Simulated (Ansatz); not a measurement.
## A series in volume per atom on B

All results are calculated (Ansatz 0.2.0 development build). Equation of state of a cubic crystal from periodic Kohn-Sham density functional theory without spin; pressure corrected for the finite basis.

Cell of the first row (space group Fd-3m, No. 227):
```
cell vectors (Å)
   0.0000     1.9844     1.9844
   1.9844     0.0000     1.9844
   1.9844     1.9844     0.0000
atoms (fractions of the cell vectors)
B   0.00000  0.00000  0.00000
B   0.25000  0.25000  0.25000
```

Settings of every row: formula B; structure type diamond; functional PBE; spin treatment none; k mesh 46x46x46; occupation method fermi-dirac; occupation width 0.061225619 eV; wave cutoff 420 eV; datasets soft-1 PAW; density cutoff ratio 4.

Limits: a cubic model structure, not a phase known at ambient conditions.

```csv
row,volume per atom (Å³),energy above lowest point (meV/atom),pressure (GPa)
1,7.814,?,?
2,7.98,7.79,7.753
3,8.146,1.88,3.695
4,8.312,0,-0.009
5,8.479,1.79,-3.393
6,8.645,6.94,-6.485
7,8.811,15.15,-9.312
```

Question: what energy above lowest point and pressure should row 1 give?

Worked fit of energy above lowest point. Take u = (V_r/V)^(2/3) − 1 with V_r = 8.3955 Å³ an atom, which is twice the finite (Eulerian) strain; such expansions in the strain, on which the Birch-Murnaghan equation of state is built, carry the rest volume and the bulk modulus. The shown rows have u = 0.03442, 0.02032, 0.00669, -0.00658, -0.01933, -0.03169. Least squares give energy above lowest point = 0.45 − 136.69 × u + 10248.1 × u² − 2391 × u³ meV/atom; a parabola predicts inner rows, each left out in turn, worse (root mean square 0.03 against 0.0087 meV/atom). The rows lie off it by 0.00, 0.00, 0.01, 0.00, 0.00, 0.00. Its lowest point lies at u = 0.0067, or V = 8.312 Å³ an atom, and the curvature there gives the bulk modulus at fixed shape and fractions, B = (4/9)(1 + u)² E″(u)/V = 177 GPa. The withheld row has u = 0.04902, so the fit gives 0.45 − 136.69 × (0.04902) + 10248.1 × (0.04902)² − 2391 × (0.04902)³ = 18.09 meV/atom.

The calculation gave 18.11 meV/atom. The fit lies 0.02 meV/atom (0.11 % of the column's range) below it; its largest miss of a shown row is 0.01 meV/atom. This row lies beyond the range of the fit.

Worked fit of pressure. Take u = (V_r/V)^(2/3) − 1 with V_r = 8.3955 Å³ an atom, which is twice the finite (Eulerian) strain; such expansions in the strain, on which the Birch-Murnaghan equation of state is built, carry the rest volume and the bulk modulus. The shown rows have u = 0.03442, 0.02032, 0.00669, -0.00658, -0.01933, -0.03169. Least squares give pressure = −1.7406 + 256.452 × u + 558.34 × u² GPa; a straight line predicts inner rows, each left out in turn, worse (root mean square 0.23 against 0.012 GPa). The rows lie off it by 0.005, -0.006, -0.009, 0.011, 0.004, -0.005 (root mean square 0.0071 GPa). The pressure vanishes at u = 0.0067, or V = 8.312 Å³ an atom, and there the bulk modulus at fixed shape and fractions is B = −V dP/dV = (2/3)(1 + u) dP/du = 177 GPa. The withheld row has u = 0.04902, so the fit gives −1.7406 + 256.452 × (0.04902) + 558.34 × (0.04902)² = 12.172 GPa.

The calculation gave 12.201 GPa. The fit lies 0.029 GPa (0.13 % of the column's range) below it; its largest miss of a shown row is 0.011 GPa. This row lies beyond the range of the fit.
